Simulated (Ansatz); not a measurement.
Crystal: PtS2.

```xyz
3
Lattice="3.5432 0.0000 0.0000 -1.7716 3.0685 0.0000 0.0000 0.0000 5.0388" Properties=species:S:1:pos:R:3 pbc="T T T"
Pt    0.0000    0.0000    0.0000
S     1.7716    1.0228    3.8950
S     0.0000    2.0457    1.1438
```

```yaml
Program: Ansatz 0.2.0
Task: relaxation of cell and atoms
Functional: LDA
Potentials_or_basis: Ansatz PAW
Cutoff: "420 eV (not typed: the program's choice for these potentials)"
k_mesh: 9 × 9 × 5
Occupations: fermi-dirac, width 0.05 eV
Spin: no spin polarisation
```

At the start: volume 18.26 Å³/atom.

Task: Where does the relaxation end?

Result: It ends after 7 steps and the volume is 16.60 Å³/atom (-9.1 %); space group P-3m1 (No. 164, to 0.05 Å).

The path:
| step | energy change (eV) | largest force (eV/Å) | volume (Å³) |
| --- | --- | --- | --- |
| 1 | 0.0000 | 0.8050 | 54.78 |
| 2 | -0.0654 | 0.1311 | 51.15 |
| 3 | -0.0866 | 0.0897 | 51.16 |
| 4 | -0.0941 | 0.0447 | 49.51 |
| 5 | -0.0948 | 0.0102 | 49.96 |
| 6 | -0.0949 | 0.0021 | 49.80 |
| 7 | -0.0942 | 0.0021 | 49.80 |

Final structure:
```
CELL_PARAMETERS angstrom
3.56143 0.00000 0.00000
-1.78071 3.08429 0.00000
0.00000 0.00000 4.53356
ATOMIC_POSITIONS crystal
Pt 0.00000 0.00000 0.00000
S 0.66667 0.33333 0.73799
S 0.33333 0.66667 0.26201
```

Caveat: the plane-wave basis is chosen anew once the cell has moved, so the energies of steps on either side of that aren't comparable; the PAW data sets come from PBE, with cores solved anew for the run's functional, which leaves a small shift of forces and pressure.
